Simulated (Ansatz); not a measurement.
# An elastic constant from a strain scan in C

Theory: DFT PBE, scalar-relativistic, plane waves, PAW (Ansatz 0.2.0). The runs took a 420 eV cutoff, a Γ-centred 12×12×12 mesh and Gaussian smearing (0.05 eV). No spin polarisation. Energies are free energies at this smearing, counted from the undisturbed cell; pressure is positive in compression.

Reference structure (relaxed at this level):

```
C
1.0
     1.26059    0.72780   14.49111
    -1.26059    0.72780   14.49111
     0.00000   -1.45560   14.49111
C
14
Direct
  0.01778 0.01778 0.01778
  0.98222 0.98222 0.98222
  0.17260 0.17260 0.17260
  0.82740 0.82740 0.82740
  0.20815 0.20815 0.20815
  0.79185 0.79185 0.79185
  0.26813 0.26813 0.26813
  0.73187 0.73187 0.73187
  0.30368 0.30368 0.30368
  0.69632 0.69632 0.69632
  0.41047 0.41047 0.41047
  0.58953 0.58953 0.58953
  0.44658 0.44658 0.44658
  0.55342 0.55342 0.55342
```

The cell is strained by ε times the Voigt pattern (0, 1, 0, 0, 0, 0) (xx, yy, zz, yz, xz, xy; engineering shear) with fractional coordinates fixed. The cell holds 14 atoms in V0 = 79.77 Å³. The stress column is τ = (1/V0) dE/dε, got from the stress tensor σ (compression positive) at each point as −det(1 + εP) σ : P(1 + εP)⁻¹, with P the pattern as a tensor.

```csv
ε,ΔE (meV/atom),τ (GPa)
-0.1000,257.192,-161.127
-0.0750,136.720,-111.129
-0.0500,57.481,-68.208
-0.0250,13.611,-31.435
0.0000,0.000,0.000
0.0250,12.237,26.815
0.0500,46.485,49.621
0.0750,99.434,68.951
0.0875,132.000,77.454
0.1000,?,?
```

Which combination of elastic constants does this scan measure, and how large is it?

For small ε, τ = τ0 + Kε with K = pᵀCp, which for this pattern is C22 in the Cartesian frame shown. The parabola through τ at ε = -0.0250, 0 and 0.0250 has slope K = 1165 GPa at zero. The energies per cell, E = NΔE, of the same two points give K = 2[E(ε₊)/ε₊ − E(ε₋)/ε₋]/[(ε₊ − ε₋)V0] = 1163 GPa, in agreement. These are clamped-ion values.

Predict the withheld row at ε = 0.1000 from the harmonic law, and compare.

ΔE = V0(τ0 ε + Kε²/2)/N = 207.158 meV/atom and τ = 116.50 GPa. The calculation gives 168.191 meV/atom and 85.26 GPa: the energy lies 19 % below the harmonic value, as bonds soften when stretched.

Forces appear on the atoms along this scan, and letting them relax would lower the energy and soften the response.

Cost: 10 runs of about 26 core-minutes in all, on Intel Xeon Processor @ 2.50GHz (Skylake/Cascade Lake) (shared hosts).